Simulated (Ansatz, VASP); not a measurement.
# Mg: VASP beside Ansatz

```xyz
2
Lattice="3.1086 0.0000 0.0000 -1.5543 2.6921 0.0000 0.0000 0.0000 4.9687" Properties=species:S:1:pos:R:3 pbc="T T T"
Mg    0.0000    1.7947    1.2422
Mg    1.5543    0.8974    3.7265
```

Alike in both runs: task single point; functional PBE; k mesh 15 × 15 × 8; occupations gaussian, width 0.1 eV; no spin polarisation.

|  | VASP | Ansatz |
| --- | --- | --- |
| version | VASP 6.6.1 | Ansatz 0.2.0 |
| potentials or method | VASP PAW PBE potentials, release 64 (Mg) | scalar-relativistic, plane waves, PAW |
| plane-wave cutoff (eV) | 520 | 420 |
| valence electrons in the cell | 4 | 20 |

Ansatz gave:

```
gap on the k mesh at the Fermi level (eV)       : none
pressure (GPa)                                  : 4.3
largest component of the traceless stress (GPa) : 0.10
```

Question: What did VASP give for the same quantities?

Answer: gap on the k mesh at the Fermi level (eV): none; pressure (GPa): 4.2; largest component of the traceless stress (GPa): 0.10.

A gap of «none» marks a metal or a gap that the smearing closes. The two sets of potentials don't hold the same shells in valence.
